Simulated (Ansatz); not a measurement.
Coupled-cluster run, `N#CCC#N`.

```yaml
crystal:
  periodic: [false, false, false]
  atoms:
    - {symbol: N, position_ang: [-0.585513, -2.221524, 0.657657]}
    - {symbol: C, position_ang: [-0.391036, -1.105500, 0.475461]}
    - {symbol: C, position_ang: [-0.162591, 0.319831, 0.272455]}
    - {symbol: C, position_ang: [0.648097, 0.599815, -0.906256]}
    - {symbol: N, position_ang: [1.284279, 0.846981, -1.828594]}
    - {symbol: H, position_ang: [0.333967, 0.733071, 1.155917]}
    - {symbol: H, position_ang: [-1.127204, 0.827317, 0.173349]}
basis:
  gaussian: {orbitals: def2-TZVPP}
correlation: {method: ccsd_t}
output: {orbitals: {seedname: orbitals}}
```

```sh
$ ansatz run in.yaml --threads 4 --pin off --events-out ev --progress --plain --max-ram 10444MiB
```

Output of Ansatz, abridged:

```
Functional definition: HF
1130 factors; integrals over basis functions are off by at most 1.1e-3 eV
mean field evaluation 1: about -6082.7047 eV, gradient 4.3e1 eV
mean field evaluation 2: about -6083.0647 eV, gradient 4.4e1 eV
mean field evaluation 4: about -6087.7749 eV, gradient 4.9e0 eV
mean field evaluation 8: about -6087.8888 eV, gradient 3.9e-1 eV
mean field -6087.88955529 eV, -223.7258146373 hartree, gradient 4.6e-6 eV, S^2 0.000000; 0 other end points of the search recorded, 0 dependent functions left out
5 core orbitals not correlated: weight in the atoms' cores, before any rotation towards them, 1.000 or more for the frozen orbitals, at most 0.000 for the correlated occupied ones
reference -6087.88955529 eV, -223.7258146373 hartree; 12, 12 occupied and 166, 166 virtual orbitals, 1130 factors
second order -22.63689796 eV of doubles, -0.00000000 eV of singles
cycle   1  -21.98336096 eV  change    6.5e-1 eV  update   1.2e-1
cycle   2  -22.70784553 eV  change   -7.2e-1 eV  update   3.9e-2
cycle   3  -22.86034914 eV  change   -1.5e-1 eV  update   1.7e-2
cycle   4  -22.85798950 eV  change    2.4e-3 eV  update   4.7e-3
cycle   5  -22.86337804 eV  change   -5.4e-3 eV  update   1.9e-3
cycle   6  -22.86462194 eV  change   -1.2e-3 eV  update   4.2e-4
cycle   7  -22.86466932 eV  change   -4.7e-5 eV  update   1.4e-4
cycle   8  -22.86472679 eV  change   -5.7e-5 eV  update   4.0e-5
cycle   9  -22.86475780 eV  change   -3.1e-5 eV  update   1.5e-5
cycle  10  -22.86475163 eV  change    6.2e-6 eV  update   5.4e-6
perturbative correction -1.18622454 eV, -0.0435929478 hartree
Total energy: -6111.94053146 eV, -224.6096717092 hartree
```

It took 30 s on 4 threads of an Arm Neoverse V1 on a shared host, with 2 GiB of host memory at the peak.

Correlation energy per correlated electron: -1.002 eV. T1 diagnostic: 0.0137.
